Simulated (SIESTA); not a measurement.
## Mg under changes of volume

One of the cells (23.237 Å³/atom); the others are scaled copies at fixed shape and fractional positions:

```xyz
2
Lattice="3.2093 0.0000 0.0000 -1.6046 2.7793 0.0000 0.0000 0.0000 5.2103" Properties=species:S:1:pos:R:3 pbc="T T T"
Mg    1.6047    0.9264    3.9077
Mg    0.0000    1.8529    1.3026
```

| Item | Value |
| --- | --- |
| Program | SIESTA 5.4.2 |
| Functional | LDA |
| Potentials or basis | PseudoDojo 0.4 standard (LDA files) |
| Basis | DZP (energy shift 0.003 Ry; two zetas on semicore shells) |
| Grid cutoff | 800 Ry |
| Energy shift | 0.003 Ry |
| k mesh | 10 × 10 × 5 |
| Occupations | fermi-dirac, width 0.05 eV |
| Spin | no spin polarisation |

```tsv
volume (Å³/atom)	energy over the lowest point (meV/atom)	pressure (GPa)
21.843	2.53	1.3
22.308	?	?
22.772	0.00	-0.3
23.237	2.01	-1.0
23.702	5.95	-1.7
24.167	11.66	-2.3
24.631	19.00	-2.8
```

Question: What does the run at 22.308 Å³/atom give?

Answer: Energy over the lowest point 0.10 meV/atom; pressure 0.5 GPa.

Worked out: A Birch-Murnaghan fit of order 3 (a polynomial in V^(-2/3)) to the other rows has its minimum at 22.56 Å³/atom with B0 = V·E''(V) = 37 GPa and B' = 3.2 at fixed shape and positions, which overstates the stiffness. It gives 0.11 meV/atom at 22.308 Å³/atom, against the run's 0.10, and -dE/dV = 0.4 GPa, against 0.5.

Energies are extrapolated to zero smearing.

Caveats: the basis of atomic orbitals isn't converged, which shifts pressures, moduli and gaps.
